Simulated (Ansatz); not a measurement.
# Yb

```
Yb
1.0
    -2.05232    2.05232    2.05232
     2.05232   -2.05232    2.05232
     2.05232    2.05232   -2.05232
Yb
1
Direct
  0.00000 0.00000 0.00000
```

The structure comes from a relaxation in the same program, started in the bcc type, and has space group Im-3m. Whether it is a known phase or the ground state wasn't checked.

Semilocal functionals without a Hubbard term describe localised f shells poorly; where the shell is localised, the real material differs.

Spin–orbit coupling is left out, though it moves levels of the heavy atoms by tenths of an eV or more.

Method: DFT, PBE, all-electron LAPW, scalar-relativistic (Ansatz 0.2.0).

The runs use a Γ-centred 15×15×15 k mesh, Fermi–Dirac smearing of 0.05 eV, basis error target 0.5 meV/atom, no spin polarisation.

```yaml
Band_gap: "none: bands cross the Fermi level, a metal"
Density_of_states_at_the_Fermi_level_0.2_eV_bin: 0.82 states/eV per cell
Volume_per_atom: 233.3 bohr³
Pressure_at_this_cell: 0.00 GPa
```
